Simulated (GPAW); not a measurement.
Crystal: SnO.

```xyz
4
Lattice="3.8137 0.0000 0.0000 0.0000 3.8137 0.0000 0.0000 0.0000 4.8869" Properties=species:S:1:pos:R:3 pbc="T T T"
Sn    1.9068    0.0000    3.7367
Sn    0.0000    1.9068    1.1503
O     0.0000    0.0000    0.0000
O     1.9068    1.9068    0.0000
```

The cell is a database's computed one.

Base run:

| Property | Result |
| --- | --- |
| Program | GPAW 26.7.0 |
| Functional | LDA |
| Potentials or basis | the program's PAW data sets (release 1.2.1) made for this functional |
| Cutoff | 800 eV |
| Basis | pw |
| k mesh | 6 × 6 × 5 |
| Occupations | fermi-dirac, width 0.05 eV |
| Spin | no spin polarisation |

Its results: band gap on the k mesh 0.23 eV, indirect (least direct gap 2.01 eV).

Problem. The run is repeated on the same cell with these changes: functional from LDA to GLLB-SC; cutoff from 800 eV to 550 eV; occupations from fermi-dirac, width 0.05 eV to fermi-dirac, width 0.001 eV. What comes out?

Solution. Band gap on the k mesh, kohn-sham part alone 0.37 eV, indirect (least direct gap 2.26 eV).

Caveats: spin-orbit coupling is left out, which moves the levels of the heavy elements; a model potential gives levels but no total energy (some runs); the long-wavelength limit can be off by a per cent or two (some runs); response on these states lacks terms of the Hamiltonian (some runs); the gap is small at this level, which inflates the dielectric constant (some runs); an odd mesh through Γ misses points on the zone boundary, where band edges often lie (some runs).

Not every run made on this cell is shown here.
